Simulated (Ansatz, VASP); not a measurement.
Fe in VASP and in Ansatz

```
Fe
1.0
     0.00000    1.75450    1.75450
     1.75450    0.00000    1.75450
     3.50900    3.50900    0.00000
Fe
2
Cartesian
  0.0000 0.0000 0.0000
  1.7545 1.7545 0.0000
```

Alike in both runs: task single point; functional PBE; k mesh 12 × 12 × 6; occupations fermi-dirac, width 0.1 eV; collinear spin.

|  | VASP | Ansatz |
| --- | --- | --- |
| version | VASP 6.6.1 | Ansatz 0.2.0 |
| potentials or method | VASP PAW PBE potentials, release 64 (Fe) | PAW, plane waves, scalar-relativistic |
| plane-wave cutoff (eV) | 520 | 420 |
| valence electrons in the cell | 16 | 32 |

```csv
,VASP,Ansatz,Ansatz less VASP
pressure (GPa),-4.9,-4.9,-0.03
largest component of the traceless stress (GPa),2.75,2.70,-0.044
net moment per atom (μB),0.00,0.00,0.000
size of the moment on the site where the two differ most (μB),1.23,1.19,-0.039
```

Site moments also hang on the region over which each program counts them. The functional is the same, so the differences come from potentials, cutoffs and numerics. The two sets of potentials don't hold the same shells in valence.

Caveats: the moment fell far below its start of 4 μB, so a state of higher moment may lie lower in energy (VASP).
